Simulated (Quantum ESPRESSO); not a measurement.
KF (Carobbiite) in Quantum ESPRESSO: the effect of functional

KF (Carobbiite):

```xyz
2
Lattice="0.0000 2.6719 2.6719 2.6719 0.0000 2.6719 2.6719 2.6719 0.0000" Properties=species:S:1:pos:R:3 pbc="T T T"
K     0.0000    0.0000    0.0000
F     2.6719    2.6719    2.6719
```

Alike in all runs:

```yaml
Program: Quantum ESPRESSO 7.5
Task: dielectric tensor
Cutoff: 1143 eV
Density_cutoff: 4572 eV
k_mesh: 6 × 6 × 6, shifted
Occupations: fermi-dirac, width 0.05 eV
Spin: no spin polarisation
```

Task: One run gave: pressure 0.5 GPa; dielectric constant 1.99 mean. Which functional did it use?
A. PBEsol
B. AM05
C. PBE
D. BLYP
E. WC

Result: B.

| functional | potentials or basis | pressure (GPa) | dielectric constant (mean) |
| --- | --- | --- | --- |
| LDA | PseudoDojo 0.4.1 SR LDA standard | -3.6 | 2.02 |
| PBE | PseudoDojo 0.4.1 SR PBE standard | 1.3 | 1.98 |
| PBEsol | PseudoDojo 0.4.1 SR PBEsol standard | -0.7 | 2.00 |
| WC | PseudoDojo 0.4.1 SR PBE standard | -0.5 | 2.00 |
| BLYP | PseudoDojo 0.4.1 SR PBE standard | 2.1 | 1.98 |
| AM05 | PseudoDojo 0.4.1 SR PBE standard | 0.5 | 1.99 |

Caveats: the potentials were made for another functional, which shifts forces and pressure (some runs); the cell is more than 3 GPa from zero pressure, which shifts response properties (some runs).

Not every run made on this cell is shown here.
